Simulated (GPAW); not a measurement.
Runs of GPAW 26.7.0 on Al2Au. The structure is cubic, space group Fm-3m (No. 225). The conventional cell has a = 6.000 Å, b = 6.000 Å, c = 6.000 Å, α = 90.00°, β = 90.00°, γ = 90.00°. Au (site symmetry m-3m) is surrounded by 8 Al at 2.60 Å. Around Al (site symmetry -43m) lie 4 Au at 2.60 Å. 

| task | level | potentials or basis | cell | k mesh | cutoff (eV) | kernel | eta | response ecut | scissors | maxiter | other keys | gap on the mesh (eV) | pressure (GPa) | V0 of scaled cells (Å³/atom) | B0 (GPa) |
| --- | --- | --- | --- | --- | --- | --- | --- | --- | --- | --- | --- | --- | --- | --- | --- |
| optical spectrum | PBE | GPAW PAW data sets (gpaw-data 1.2.1), pw | as given | 6 × 6 × 6 | 500 | RPA | 0.15 eV | 40 eV | 0 eV | 150 | - | none | - | - | - |
| equation of state | LDA | the program's PAW data sets (release 1.2.1) made for this functional, pw | as given | 8 × 8 × 8 | 600 | - | - | - | - | 150 | - | - | - | 17.65 | 121 |
| equation of state | PBEsol | PAW data sets generated in the run's folder for this functional, pw | as given | 8 × 8 × 8 | 600 | - | - | - | - | 150 | - | - | - | 18.08 | 114 |
| single point | PBE | GPAW PAW data sets (gpaw-data 1.2.1), pw | atoms moved at random, drawn with an rms of 0.05 Å | 8 × 8 × 8 | 600 | - | - | - | - | 150 | - | none | 3.8 | - | - |
| energy-loss spectrum | PBE | GPAW PAW data sets (gpaw-data 1.2.1), pw | as given | 6 × 6 × 6 | 500 | RPA | 0.3 eV | 80 eV | - | 100 | several, not listed | none | - | - | - |
| equation of state | PBE | GPAW PAW data sets (gpaw-data 1.2.1), pw | as given | 8 × 8 × 8 | 600 | - | - | - | - | 150 | - | - | - | (b) | (a) |
| single point | PBE | GPAW PAW data sets (gpaw-data 1.2.1), pw | as given | 6 × 6 × 6 | 500 | - | - | - | - | 120 | - | none | 3.7 | - | - |
| single point | PBE | GPAW PAW data sets (gpaw-data 1.2.1), pw | as given | 8 × 8 × 8 | 600 | - | - | - | - | 150 | - | none | 3.7 | - | - |

Alike in all rows: no spin polarisation; smearing fermi-dirac 0.05 eV.

Question: Fill in the values left out.

Answer: (a) 103; (b) 18.60.

Caveats: with this Au data set, volumes or pressures lay over 1.5 % or 2 GPa off other programs in two to four cells of ten (some runs); the intraband term hangs on this k mesh (some runs); the long-wavelength limit can be off by several per cent where d states take part (some runs); independent-particle spectra lack excitons (some runs); the highest transitions drop out of the frequency grid (some runs); the cutoff is short for stress and forces, so pressures can be off by a GPa or more (some runs).

A k mesh can miss the band edges, and the runs leave out spin-orbit coupling on Au.

A gap of «none» marks a metal or a gap under the smearing width.
